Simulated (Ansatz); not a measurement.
A run of Ansatz 0.2.0 is set up as follows.

The input input.yaml:

```yaml
crystal:
  lattice:
    - [0.0, 2.72525, 2.72525]
    - [2.72525, 0.0, 2.72525]
    - [2.72525, 2.72525, 0.0]
  atoms:
    - { symbol: Ga, position: [0.0, 0.0, 0.0] }
    - { symbol: P, position: [0.75, 0.75, 0.75] }
kpoints:
  mp_grid: { grid: [6, 6, 6] }
  band_path:
    path:
      - [0.0, 0.0, 0.0]
      - [0.5, 0.0, 0.5]
      - [0.5, 0.25, 0.75]
      - [0.375, 0.375, 0.75]
      - [0.0, 0.0, 0.0]
      - [0.5, 0.5, 0.5]
      - [0.625, 0.25, 0.625]
      - [0.5, 0.25, 0.75]
    npoints: 10
scf:
  occupations: { method: fermi_dirac, width: 0.05 }
hamiltonian:
  xc: pbe
  pseudopotentials: { kind: all_electron, lapw: { basis_error: 0.001 } }
magnetization:
  noncollinear: true
  spin_orbit: true
output:
  forces: true
  stress: true
  eigenvalues: true
```

Potentials or basis: all-electron LAPW, relativistic spinors.

Run with:

```sh
$ ansatz run input.yaml --threads 1 --pin off --max-ram 3072MiB --backend cpu --events-out ev --progress --plain --runs-dir out
```

**Question.** Predict the band gap along the path.

**Answer.** 1.57 eV, indirect (least direct gap 1.80 eV).

**Question.** Predict the band gap on the k mesh.

**Answer.** 1.62 eV, indirect (least direct gap 1.80 eV).

Levels at the corners of the path, in eV from the valence-band top:
| point | band 30 | band 31 | band 32 | band 33 | band 34 | band 35 | band 36 | band 37 | band 38 | band 39 |
| --- | --- | --- | --- | --- | --- | --- | --- | --- | --- | --- |
| Γ | -0.08 | 0.00 | 0.00 | 0.00 | 0.00 | 1.80 | 1.80 | 3.74 | 3.74 | 3.91 |
| X | -6.78 | -2.72 | -2.72 | -2.70 | -2.70 | 1.62 | 1.62 | 1.80 | 1.80 | 10.50 |
| W | -6.57 | -3.61 | -3.59 | -3.47 | -3.42 | 4.67 | 4.67 | 4.82 | 4.85 | 6.01 |
| K | -6.57 | -3.98 | -3.95 | -2.28 | -2.28 | 2.16 | 2.16 | 4.77 | 4.77 | 8.18 |
| Γ | -0.08 | 0.00 | 0.00 | 0.00 | 0.00 | 1.80 | 1.80 | 3.74 | 3.74 | 3.91 |
| L | -6.66 | -1.18 | -1.18 | -1.11 | -1.11 | 1.65 | 1.65 | 4.65 | 4.65 | 4.72 |
| U | -6.57 | -3.98 | -3.95 | -2.28 | -2.28 | 2.16 | 2.16 | 4.77 | 4.77 | 8.18 |
| W | -6.57 | -3.61 | -3.59 | -3.47 | -3.42 | 4.67 | 4.67 | 4.82 | 4.85 | 6.01 |

**Experimental background.**

From “Stacking defects in GaP nanowires: Electronic structure and optical properties”, 2018, arxiv:1810.01194, for a bulk crystal of GaP at 10 K: band gap 2.34 eV (indirect).

Against the measured gap of GaP, 2.34 eV (indirect; 10 K; quoted in “Stacking defects in GaP nanowires: Electronic structure and optical properties”, 2018, arxiv:1810.01194), the calculated 1.57 eV is off by -0.77 eV. The value is that of PBE, without temperature or zero-point motion. Semilocal functionals fall short of measured gaps as a rule.
